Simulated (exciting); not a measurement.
This exciting (release sodium) run on InP needs a look.

input.xml

```xml
<input>
  <title>InP</title>
  <structure speciespath="./" tshift="false">
    <crystal scale="1.88972612463">
      <basevect>0.000000000000 4.144352844500 0.000000000000</basevect>
      <basevect>-3.383849927700 2.072176422300 1.196371615200</basevect>
      <basevect>0.000000000000 2.072176422300 3.589114845600</basevect>
    </crystal>
    <species speciesfile="In.xml" rmt="2.3">
      <atom coord="0.000000000000 0.000000000000 0.000000000000" bfcmt="0 0 -8"/>
    </species>
    <species speciesfile="P.xml" rmt="2">
      <atom coord="0.750000000000 0.750000000000 0.750000000000" bfcmt="0 0 0"/>
    </species>
  </structure>
  <groundstate do="fromscratch" ngridk="6 6 6" rgkmax="6.8" gmaxvr="14" lmaxapw="10" lmaxmat="10" lmaxvr="8" xctype="PBE" stype="Gaussian" swidth="0.00183747" nempty="20" ValenceRelativity="iora*" epsengy="1e-05" epspot="1e-05" maxscl="75" outputlevel="high">
    <libxc exchange="XC_GGA_X_RPBE" correlation="XC_GGA_C_PBE"/>
    <spin reducebf="0.5"/>
  </groundstate>
  <properties>
    <dos nwdos="300" winddos="-0.3 0.3" inttype="tetra" ngrdos="100" nsmdos="2" lmirep="true"/>
  </properties>
</input>
```

Potentials or basis: all-electron LAPW+lo, shipped species files, valence relativity iora*.

Command:

```bash
$ OMP_NUM_THREADS=1 exciting_smp
```

Output:

```text
Parser ERROR: 'PBE                                                                             ' is not valid selection for xctype
```

What happened, and what is wrong with the input?

The program refused the input. The input holds a flaw that was put in on purpose: functional word that the schema lacks (xctype = PBE).
